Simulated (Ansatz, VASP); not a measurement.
KZnF3 in VASP and in Ansatz

```
Zn K F
1.0
     4.12943    0.00000    0.00000
     0.00000    4.12943    0.00000
     0.00000    0.00000    4.12943
Zn K F
1 1 3
Cartesian
  2.0647 2.0647 2.0647
  0.0000 0.0000 0.0000
  2.0647 0.0000 2.0647
  0.0000 2.0647 2.0647
  2.0647 2.0647 0.0000
```

Alike in both runs: task single point; functional PBEsol; k mesh 7 × 7 × 7; occupations fermi-dirac, width 0.05 eV; no spin polarisation.

|  | VASP | Ansatz |
| --- | --- | --- |
| version | VASP 6.6.1 | Ansatz 0.2.0 |
| potentials or method | VASP PAW PBE potentials, release 64 (Zn, K_sv, F) | Ansatz PAW |
| plane-wave cutoff (eV) | 520 | 420 |
| valence electrons in the cell | 42 | 42 |

Ansatz gave:

- gap on the k mesh at the Fermi level (eV): 3.67
- least direct gap on the mesh (eV): 5.07
- pressure (GPa): -3.9

**Question.** What did VASP give for the same quantities?

**Answer.** gap on the k mesh at the Fermi level (eV): 3.60; least direct gap on the mesh (eV): 5.03; pressure (GPa): -3.7.

Caveats: the PAW data sets were made with another functional, which shifts forces and pressure a little (VASP); an odd mesh through Γ misses points on the zone boundary, where band edges often lie (VASP); odd divisions of the mesh miss points on the zone boundary, where band edges often lie, so the gap on the mesh can be too wide (Ansatz); the pressure holds a Pulay correction of +0.6 GPa for the finite cutoff (Ansatz); the PAW data sets come from PBE, with cores solved anew for the run's functional, which leaves a small shift of forces and pressure (Ansatz). Expect the measured gap to be larger: semilocal functionals such as PBEsol lack the derivative discontinuity.
